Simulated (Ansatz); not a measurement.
**TiC: LAPW beside PAW**

Aim: solve TiC at one geometry with LAPW, all electrons, PAW with frozen cores and datasets made for this crystal, and see where they agree.

Program: Ansatz 0.2.0. Level of theory: DFT PBE, scalar-relativistic. These are calculated values, not measurements.

1 further run of the same task is left out (set aside as unsound or not needed).

## Step 1: The system as given

The structure is cubic, space group Fm-3m (No. 225). The conventional cell has a = 4.333 Å, b = 4.333 Å, c = 4.333 Å, α = 90.00°, β = 90.00°, γ = 90.00°. Ti (site symmetry m-3m) has 6 C at 2.17 Å as nearest neighbours. Around C (site symmetry m-3m) lie 6 Ti at 2.17 Å.

Structure file:

```cif
data_structure
_symmetry_space_group_name_H-M 'Fm-3m'
_symmetry_Int_Tables_number 225
_cell_length_a 4.3329
_cell_length_b 4.3329
_cell_length_c 4.3329
_cell_angle_alpha 90.000
_cell_angle_beta 90.000
_cell_angle_gamma 90.000
_cell_volume 81.35
loop_
_atom_site_label
_atom_site_type_symbol
_atom_site_symmetry_multiplicity
_atom_site_Wyckoff_symbol
_atom_site_fract_x
_atom_site_fract_y
_atom_site_fract_z
_atom_site_occupancy
Ti1 Ti 4 a 0.00000 0.00000 0.00000 1
C1 C 4 b 0.50000 0.00000 0.00000 1
```

The file gives the conventional cell by its symmetry; the runs use the cell typed in the input.

The structure (rocksalt type) was typed from a prototype and relaxed by PAW; whether it is the ground state wasn't tested.

Atoms are numbered in the order of the input: Ti1, C2.

## Step 2: LAPW, all electrons

Input file input.yaml:

```yaml
crystal:
  lattice:
    - [0.0, 2.166448158, 2.166448158]
    - [2.166448158, 0.0, 2.166448158]
    - [2.166448158, 2.166448158, 0.0]
  atoms:
    - { symbol: Ti, position: [0.0, 0.0, 0.0] }
    - { symbol: C, position: [0.5, 0.5, 0.5] }
kpoints:
  mp_grid: { grid: [14, 14, 14] }
  band_path:
    path:
      - [0.0, 0.0, 0.0]
      - [0.5, 0.0, 0.5]
      - [0.625, 0.25, 0.625]
      - [0.375, 0.375, 0.75]
      - [0.0, 0.0, 0.0]
      - [0.5, 0.5, 0.5]
      - [0.5, 0.25, 0.75]
      - [0.5, 0.0, 0.5]
    npoints: 8
scf:
  occupations: { method: fermi_dirac, width: 0.03 }
hamiltonian:
  xc: pbe
  pseudopotentials: { kind: all_electron, lapw: { basis_error: 0.00025 } }
output:
  forces: true
  stress: true
  eigenvalues: true
  populations: true
  dos: { projected: true, de: 0.2, e_range: [-14, 8] }
```

The log of the run:

```text
Ti: projections on atomic orbitals take those of the free atom 1s2 2s2 2p6 3s2 3p6 3d2 4s2, of charge +0.00 (hamiltonian.pseudopotentials.projection_atoms)
C: projections on atomic orbitals take those of the free atom 1s2 2s2 2p2, of charge +0.00 (hamiltonian.pseudopotentials.projection_atoms)
LAPW: plane waves up to 9.765 Å⁻¹, error target 2.5e-4 eV per atom; small_component_spin mean_spin; C in spheres of 0.948 Å, 6 of its electrons in bands, Dirac shells []; Ti in spheres of 1.219 Å, 18 of its electrons in bands, Dirac shells []
Engine: ansatz 0.2.0
Pseudopotentials: kind: all_electron
Pseudopotential: Ti, LAPW, valence charge 18, Koelling and Harmon's equation, gaussian nucleus
Pseudopotential: C, LAPW, valence charge 6, Koelling and Harmon's equation, gaussian nucleus
Functional definition: PBE
  parameter kappa = 0.804
  parameter beta = 0.06672455060314922
  exchange = pbe_x(kappa = kappa, mu = beta*pi^2/3)
  correlation = pbe_c(beta = beta)
Crystal: 2 atoms, lattice volume = 20.336 Å³
Basis set: ecut = 363.3261241862869 eV, 331 PW (Γ), exchange–correlation at level 2
Bands: 16, of which v1, the nominal top of the filled ones, is band 12 counted from 1 (11 counted from 0)
Symmetry: 48 space group operations
Space group: Fm-3m (ITA 225), of the structure as read, at distance tolerance 2.7e-5 Å
k-points: 104 of 2744
Non-local potential: Ti, projectors of the file, none
Non-local potential: C, projectors of the file, none
Initial density: superposition of atomic densities (chi_scale 0.1, normalization cell, long waves kept (reshape's long-wave potential 0.00 eV rms))
Initial wavefunctions: plane waves of lowest kinetic energy (no species holds an atomic orbital)
Functional: x = pbe(κ = 0.804, μ = 0.2195149727645171), c = pbe(β = 0.06672455060314922)
iter 1 solved again at ethr=2.64e-2 eV; its pass at ethr=1.00e-1 eV (dr2=6.33e0 eV) is discarded
SCF iter   1: F=—  HF=-24274.169311 eV  |F-HF|=—  |Δ(HF+E_count)|=         —  Δρ=1.59e-1  dr2=6.33e0  ethr=2.64e-2  ⟨swp⟩=2.0  Hψ=10725  notcnv=0
preconditioner: auto → none  [insulator: Δε(μ)=0.072 eV  Ē_g=20.591 eV  σ=0.030 eV  W_gap=0.53  n_scr=8 (ndim 8)  ℏωp=30.8 eV  f_vac=0.000  D(μ)=0.14/eV (n_scr^D=0)  ε∞_Penn≈3.2]
SCF iter   2: F=—  HF=-24275.252774 eV  |F-HF|=—  |Δ(HF+E_count)|=    1.08e0  Δρ=1.82e-1  dr2=8.05e0  ethr=2.64e-2  ⟨swp⟩=3.0  Hψ=5380  notcnv=0
iter 3 solved again at ethr=5.89e-4 eV; its pass at ethr=2.64e-2 eV (dr2=1.41e-1 eV) is discarded
SCF iter   3: F=—  HF=-24271.932808 eV  |F-HF|=—  |Δ(HF+E_count)|=    3.32e0  Δρ=2.79e-2  dr2=1.42e-1  ethr=5.89e-4  ⟨swp⟩=2.0  Hψ=8525  notcnv=0
SCF iter   4: F=—  HF=-24271.859904 eV  |F-HF|=—  |Δ(HF+E_count)|=         —  Δρ=1.03e-2  dr2=1.22e-2  ethr=5.89e-4  ⟨swp⟩=3.0  Hψ=5618  notcnv=0
the basis was enlarged: its passes take 277.6 KiB over the memory plan, 1 of 1 planned eigensolver slots
SCF iter   5: F=—  HF=-24271.861943 eV  |F-HF|=—  |Δ(HF+E_count)|=   2.04e-3  Δρ=3.63e-3  dr2=3.13e-3  ethr=5.10e-5  ⟨swp⟩=2.0  Hψ=5181  notcnv=0
SCF iter   6: F=—  HF=-24271.860449 eV  |F-HF|=—  |Δ(HF+E_count)|=   1.49e-3  Δρ=1.52e-3  dr2=5.07e-4  ethr=1.30e-5  ⟨swp⟩=2.0  Hψ=4766  notcnv=0
SCF iter   7: F=—  HF=-24271.860007 eV  |F-HF|=—  |Δ(HF+E_count)|=   4.42e-4  Δρ=5.96e-4  dr2=6.99e-5  ethr=2.11e-6  ⟨swp⟩=2.0  Hψ=4767  notcnv=0
SCF iter   8: F=—  HF=-24271.859908 eV  |F-HF|=—  |Δ(HF+E_count)|=   9.94e-5  Δρ=1.28e-4  dr2=2.85e-6  ethr=2.91e-7  ⟨swp⟩=2.1  Hψ=4795  notcnv=0
SCF iter   9: F=—  HF=-24271.859903 eV  |F-HF|=—  |Δ(HF+E_count)|=   5.14e-6  Δρ=1.22e-5  dr2=2.19e-8  ethr=1.19e-8  ⟨swp⟩=3.0  Hψ=4975  notcnv=0
SCF iter  10: F=-24271.859903 eV  HF=-24271.859903 eV  |F-HF|=7.28e-11  |Δ(HF+E_count)|=   5.04e-8  Δρ=3.85e-7  dr2=1.84e-11  ethr=9.14e-11  ⟨swp⟩=3.0  Hψ=5083  notcnv=0
SCF 1 converged in 10 iterations: F = -24271.859903 eV  dr2 = 1.84e-11
NSCF: frozen V_eff on 57 k-points
SCF converged after 10 iterations
Free energy (F): -24271.859903 eV
Harris-Foulkes:  -24271.859903 eV  (|F-HF|=7.28e-11)
Internal energy: -24271.859007 eV  (E = F + TS)
E sigma→0 (E₀):  -24271.859455 eV
Entropy (-TS):   -0.000895 eV (-0.448 meV/atom)
Fermi energy:    15.114143 eV
--- Per-component energies (eV) ---
  E_band       = -3141.543588
  E_kinetic    = 24492.274745
  E_xc         = -1295.722073
  E_electrostatic = -47468.411679  (all electrons and nuclei)
  E_smearing   = -0.000895  (= −TS)
  E_closure    = 0.000000  (closes the sum)
  E_atoms      = -24254.253874  (free atoms, spherical and without spin; not in F)
  Σ components = -24271.859903   (vs F -24271.859903, Δ=0.00e0)
  Basis errors (estimates in eV, not in F): energy 8.1e-5 per atom: plane waves 6.8e-5 (3.9e-5 summed), levels above the bands 7.4e-29, relativity 7.3e-9, radial functions 1.2e-5, core shells 2.6e-7; eigenvalues (radial functions only) 8.8e-7; not estimated: angular momenta, meshes, grids; target (lapw.basis_error) 2.5e-4; muffin-tin radii C 0.948 Å, Ti 1.219 Å
--- Forces (eV/Å), atoms counted from 1 ---
  atom   1  Ti    -0.00000000     0.00000000    -0.00000000
  atom   2  C      0.00000000    -0.00000000     0.00000000
  max |Σ_I F_I| component: 4.34e-30 eV/Å
--- Stress (GPa, compression-positive) ---
       -0.027098       0.000000      -0.000000
        0.000000      -0.027098       0.000000
       -0.000000       0.000000      -0.027098
  P = ⅓ Tr σ = -0.0271 GPa (-0.271 kbar)
--- Band table (eV; the first three rows and the last of 104) ---
  k-point 0: bands = ["-423.0482", "-423.0482", "-423.0482", "-249.5355", "-41.4358", "-17.4719", "-17.4719", "-17.4719", "2.7227", "15.8142", "15.8142", "15.8142", "16.7912", "16.7912", "16.7912", "16.8368"]
  k-point 1: bands = ["-423.0482", "-423.0482", "-423.0482", "-249.5355", "-41.4322", "-17.4974", "-17.4743", "-17.4743", "2.8382", "15.2578", "15.5098", "15.5098", "16.1305", "16.1305", "17.0823", "17.9698"]
  k-point 2: bands = ["-423.0482", "-423.0482", "-423.0482", "-249.5355", "-41.4221", "-17.5684", "-17.4810", "-17.4810", "3.1751", "14.2047", "14.6077", "14.6077", "16.2988", "16.2988", "17.4485", "19.1874"]
  k-point 103: bands = ["-423.0482", "-423.0482", "-423.0482", "-249.5355", "-41.3387", "-17.8040", "-17.7446", "-17.6473", "5.5631", "11.8640", "12.1272", "12.5158", "17.5294", "18.2064", "18.6434", "20.0231"]
--- Löwdin populations: 2 sites ---
  site symbol       q [e]
     0     Ti     21.1481
     1      C      6.8078
  spilling = 0.001578 (of n_electrons = 28.000000)
```

It took 35 s on 1 thread, shared host.

This run gives: pressure -0.03 GPa; no gap.

Levels at the path's labelled points, in eV from the Fermi level:

| point | band 9 | band 10 | band 11 | band 12 | band 13 | band 14 | band 15 |
| --- | --- | --- | --- | --- | --- | --- | --- |
| Γ | -12.39 | 0.70 | 0.70 | 0.70 | 1.68 | 1.68 | 1.68 |
| X | -10.11 | -3.43 | -1.61 | -0.04 | -0.04 | 2.72 | 3.53 |
| U | -9.59 | -3.47 | -3.35 | -1.72 | 1.47 | 3.15 | 3.83 |
| K | -9.59 | -3.47 | -3.35 | -1.72 | 1.47 | 3.15 | 3.83 |
| Γ | -12.39 | 0.70 | 0.70 | 0.70 | 1.68 | 1.68 | 1.68 |
| L | -8.91 | -5.83 | -2.89 | -2.89 | 2.93 | 2.93 | 4.11 |
| W | -9.52 | -3.14 | -3.14 | -2.70 | 2.80 | 2.80 | 3.53 |
| X | -10.11 | -3.43 | -1.61 | -0.04 | -0.04 | 2.72 | 3.53 |

States per cell in windows of 1 eV (zero at the Fermi level; grid of 0.20 eV, so sharp peaks spill over the borders):

| from | to | total | Ti 3d | C 2p | C 2s |
| --- | --- | --- | --- | --- | --- |
| -10 | -9 | 1.39 | 0.28 | 0.02 | 0.96 |
| -9 | -8 | 0.04 | 0.00 | 0.00 | 0.03 |
| -8 | -7 | 0.00 | 0.00 | 0.00 | 0.00 |
| -7 | -6 | 0.00 | 0.00 | 0.00 | 0.00 |
| -6 | -5 | 0.13 | 0.04 | 0.07 | 0.00 |
| -5 | -4 | 0.75 | 0.24 | 0.42 | 0.02 |
| -4 | -3 | 1.01 | 0.27 | 0.65 | 0.02 |
| -3 | -2 | 2.48 | 1.13 | 1.28 | 0.02 |
| -2 | -1 | 1.16 | 0.57 | 0.57 | 0.01 |
| -1 | 0 | 0.44 | 0.19 | 0.24 | 0.00 |
| 0 | 1 | 0.40 | 0.24 | 0.14 | 0.00 |
| 1 | 2 | 0.87 | 0.70 | 0.15 | 0.01 |
| 2 | 3 | 1.76 | 1.54 | 0.17 | 0.02 |
| 3 | 4 | 3.03 | 2.44 | 0.50 | 0.03 |
| 4 | 5 | 0.80 | 0.51 | 0.24 | 0.03 |

## Step 3: PAW with frozen cores

Changes to input.yaml since step 2:

```diff
@@ -25,3 +25,3 @@
   xc: pbe
-  pseudopotentials: { kind: all_electron, lapw: { basis_error: 0.00025 } }
+  pseudopotentials: { kind: paw }
 output:
@@ -30,3 +30,5 @@
   eigenvalues: true
+  efg: { contact_densities: true }
   populations: true
+  bader: true
   dos: { projected: true, de: 0.2, e_range: [-14, 8] }
```

The log of the run, shortened:

```text
[...]
Pseudopotentials: kind: paw
Pseudopotential: Ti, paw, valence charge 12, recommended cutoff 420 eV (normal)
Pseudopotential: C, paw, valence charge 4, recommended cutoff 420 eV (normal)
[... 1 set-up line as earlier in the session ...]
[...]
Crystal: 2 atoms, lattice volume = 20.336 Å³
Basis set: ecut = 420 eV, 411 PW (Γ), exchange–correlation on 48×48×48 points (8 copies of the dense FFT grid, shifted against one another)
Bands: 12, of which v1, the nominal top of the filled ones, is band 8 counted from 1 (7 counted from 0)
[... 2 set-up lines as earlier in the session ...]
k-points: 104 of 2744
[...]
SCF iter   1: F=—  HF=-2752.272721 eV  |F-HF|=—  |Δ(HF+E_count)|=         —  Δρ=3.77e-3  dr2=1.93e-3  ethr=1.77e-3  ⟨swp⟩=4.3  Hψ=5938  notcnv=0
[...]
  P = ⅓ Tr σ = 0.0002 GPa (0.002 kbar)
--- PAW observables at the nuclei: V_zz in 10²¹ V/m², potentials from the cell's mean, atoms counted from 1 ---
  atom   1  Ti V_zz =    +0.000000   η = 0.0000   by run symmetry: forbidden
            electrostatic potential = -2533.000164 V   contact ρ = 56786.391300 e/Å³
  atom   2  C  V_zz =    +0.000000   η = 0.0000   by run symmetry: forbidden
            electrostatic potential = -422.220452 V   contact ρ = 869.913426 e/Å³
--- Band table (eV; the first three rows and the last of 104) ---
  k-point 0: bands = ["-41.8732", "-17.9078", "-17.9078", "-17.9078", "2.2811", "15.3750", "15.3750", "15.3750", "16.3506", "16.3506", "16.3506", "16.3990"]
[...]
--- Löwdin populations: 2 sites ---
  site symbol       q [e]
     0     Ti     11.1609
     1      C      4.7899
  spilling = 0.003072 (of n_electrons = 16.000000)
--- Bader charges: 2 sites ---
  site symbol  charge [e]  shift [e]
     0     Ti      1.6948     0.0008
     1      C     -1.6948     0.0008
  estimated error of the sums over rays = 8.6e-4 e
```

It took 20 s on 1 thread, shared host.

This run gives: pressure 0.00 GPa; no gap.

| atom | Bader charge (e) | basin volume (Å³) |
| --- | --- | --- |
| Ti1 | +1.69 | 8.05 |
| C2 | -1.69 | 12.29 |

## Step 4: Datasets made for this crystal

Changes to input.yaml since step 3:

```diff
@@ -25,3 +25,3 @@
   xc: pbe
-  pseudopotentials: { kind: paw }
+  pseudopotentials: { kind: all_electron, datasets: crystal }
 output:
@@ -31,4 +31 @@
   efg: { contact_densities: true }
-  populations: true
-  bader: true
-  dos: { projected: true, de: 0.2, e_range: [-14, 8] }
```

The log of the run, shortened:

```text
[...]
[... 1 set-up line as earlier in the session ...]
Pseudopotential: Ti, paw, valence charge 12, recommended cutoff 340 eV (normal), Koelling and Harmon's equation, gaussian nucleus
Pseudopotential: C, paw, valence charge 4, recommended cutoff 340 eV (normal), Koelling and Harmon's equation, gaussian nucleus
[... 1 set-up line as earlier in the session ...]
[...]
Crystal: 2 atoms, lattice volume = 20.336 Å³
Basis set: ecut = 340 eV, 283 PW (Γ), exchange–correlation on 40×40×40 points (8 copies of the dense FFT grid, shifted against one another)
Bands: 12, of which v1, the nominal top of the filled ones, is band 8 counted from 1 (7 counted from 0)
[... 2 set-up lines as earlier in the session ...]
k-points: 104 of 2744
[...]
--- Forces (eV/Å), atoms counted from 1 ---
  atom   1  Ti    -0.00000000     0.00000000    -0.00000000
  atom   2  C      0.00000000    -0.00000000     0.00000000
[...]
--- Stress (GPa, compression-positive) ---
       -0.025782       0.000000       0.000000
        0.000000      -0.025782       0.000000
        0.000000       0.000000      -0.025782
  P = ⅓ Tr σ = -0.0258 GPa (-0.258 kbar)
--- PAW observables at the nuclei: V_zz in 10²¹ V/m², potentials from the cell's mean, atoms counted from 1 ---
  atom   1  Ti V_zz =    -0.000000   η = 0.0000   by run symmetry: forbidden
            electrostatic potential = -2532.827120 V   contact ρ = 56833.854255 e/Å³
  atom   2  C  V_zz =    -0.000000   η = 0.0000   by run symmetry: forbidden
            electrostatic potential = -422.235272 V   contact ρ = 870.062831 e/Å³
--- Band table (eV; the first three rows and the last of 104) ---
  k-point 0: bands = ["-41.4356", "-17.4717", "-17.4717", "-17.4717", "2.7227", "15.8143", "15.8143", "15.8143", "16.7912", "16.7912"]
[...]
```

Wall time 18 s (1 thread, shared host).

Read from it: pressure -0.03 GPa; no gap.

| atom | contact density (e/Å³) |
| --- | --- |
| Ti1 | 56833.85 |
| C2 | 870.0628 |

## Step 5: The methods compared

| method | pressure (GPa) | SCF cycles, all passes |
| --- | --- | --- |
| LAPW | -0.03 | 10 |
| PAW | 0.00 | 6 |
| crystal datasets | -0.03 | 9 |

## Step 6: Outcome

| quantity | value |
| --- | --- |
| pressure | LAPW -0.03, PAW 0.00, crystal datasets -0.03 GPa |
| gap (LAPW) | none |
| Bader charges (PAW) | Ti1 +1.69, C2 -1.69 e |

In words: The pressure is within half a GPa of zero, so the volume is close to equilibrium at this level. There is no gap at this level; the crystal is a metal here. C 2p carries the largest share, 50 %, of the projected states within 0.3 eV of the Fermi level. The projection holds only the free atom's occupied shells (Ti 4s, Ti 3d, C 2s, C 2p in this range). In pressure, PAW differs from LAPW by +0.03 GPa. LAPW took about 1.8 times as long as PAW (35 s against 20 s, on a shared host and with the outputs that each input asks for).
